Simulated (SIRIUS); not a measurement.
Crystal: As.

```
As
1.0
     1.88080    1.08588    3.51406
    -1.88080    1.08588    3.51406
     0.00000   -2.17176    3.51406
As
2
Direct
  0.22600 0.22600 0.22600
  0.77400 0.77400 0.77400
```

Base run:

| Item | Value |
| --- | --- |
| Program | SIRIUS 7.12.0 |
| Functional | PBE |
| Potentials or basis | GBRV 1.5 PBE (ultrasoft) |
| Cutoff | 557 eV |
| Density cutoff | 5442 eV |
| k mesh | 6 × 6 × 6 |
| Occupations | fermi-dirac, width 0.05 eV |
| Spin | no spin polarisation |

Its results: band gap on the k mesh none (metal or under the smearing width); pressure 4.1 GPa; largest force 0.404 eV/Å.

Task: The run is repeated on the same cell with these changes: potentials or basis from GBRV 1.5 PBE (ultrasoft) to JTH 2.0 PBE (PAW); valence electrons from 10 to 30. What comes out?

Result: Band gap on the k mesh none (metal or under the smearing width); pressure 3.7 GPa; largest force 0.344 eV/Å.

Not every run made on this cell is shown here.
